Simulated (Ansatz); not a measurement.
Below is a relaxed structure of Ge. The cell was found from a structure generator's guess, not taken from experiment.

The calculation used DFT PBE, scalar-relativistic, plane waves, PAW (Ansatz). Cutoff 420 eV, Γ-centred mesh, Gaussian smearing, no spin polarisation.

```
CELL_PARAMETERS angstrom
3.41089 -7.06733 0.00000
3.41089 7.06733 0.00000
0.00000 0.00000 4.06884
ATOMIC_POSITIONS crystal
Ge 0.14846 0.48387 0.00000
Ge 0.85154 0.51613 0.00000
Ge 0.51613 0.85154 0.00000
Ge 0.48387 0.14846 0.00000
Ge 0.90443 0.72664 0.50000
Ge 0.09557 0.27337 0.50000
Ge 0.27337 0.09557 0.50000
Ge 0.72664 0.90443 0.50000
```

Energies count from the standard state of Ge at the same level.

(1) What space group does it have?

(2) How far does it lie from the standard state of Ge?

(3) Is it a metal?

## Answers

(1) Cmmm (No. 65). Conventional cell: a = 6.822 Å, b = 14.135 Å, c = 4.069 Å. Ge on its first site has 4 Ge at 2.49–2.51 Å; around Ge on its second site lie 4 Ge at 2.49–2.52 Å.

(2) +0.05 eV/atom. It lies above the standard state, so it could only be metastable.

(3) It can't be told: the gap on the 6×6×10 mesh is only 0.02 eV.

The last run used a 6×6×10 mesh (in the run's order of axes) for its 8-atom cell and Gaussian smearing of 0.10 eV. A gap this small is below the smearing, so the run can't tell it from none. A later test with randomly moved atoms came back to the same energy, though modes that don't fit the test's cell weren't probed. Another cell of Ge relaxed alike, in P-6m2, lies 43 meV/atom lower, so this cell isn't the stable form at this level.
